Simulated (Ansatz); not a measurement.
System: spinel MgAl2O4. Method: rVV10 in Ansatz (PAW).

Settings: plane-wave cutoff 520 eV, 8×8×8 k mesh, Fermi–Dirac smearing 0.01 eV, scalar-relativistic PAW data made under PBE.

Energies at three volumes about the minimum:

```tsv
V (Å³/atom)	E − E_lowest (meV/atom)
9.560	2.29
9.755	0.00
9.950	2.13
```

Task: Fit a parabola by hand: where is the minimum, what lattice constant follows, and what is the bulk modulus?

Result: Slopes: (0.00 − 2.29)/(9.755 − 9.560) = -11.744 and (2.13 − 0.00)/(9.950 − 9.755) = 10.923 meV/Å³. Curvature E″ = 2 × (10.923 − (-11.744))/(9.950 − 9.560) = 116.241 meV/Å⁶. From the middle of the first interval, the slope vanishes at V0 = 9.6575 − (-11.744)/116.241 = 9.759 Å³/atom. B = V0 E″ = 9.759 × 116.241 meV/Å³ × 0.1602 GPa per meV/Å³ = 182 GPa. With 56 atoms in the cube, a = (56 × 9.759)^(1/3) = 8.176 Å. The full Birch–Murnaghan fit to all volumes gives V0 = 9.755 Å³/atom and B0 = 181 GPa.

Shape and atoms are relaxed at each volume.

Measured, for comparison: bulk modulus 195 GPa (300 K, copied from a table, unchecked, no zero-point or thermal correction; as tabulated in BurnMan's mineral tables); lattice constant a 8.074 Å (0 K, fit to 77–300 K taken to 0 K; as tabulated in Grimes and Al-Ajaj (1992), doi:10.1088/0953-8984/4/30/004). Computed (rounded) less measured: bulk modulus not scored (unchecked).

Note: the bulk modulus comes from volumes at which shape and atoms were relaxed.

Ansatz is a program for electronic structure.
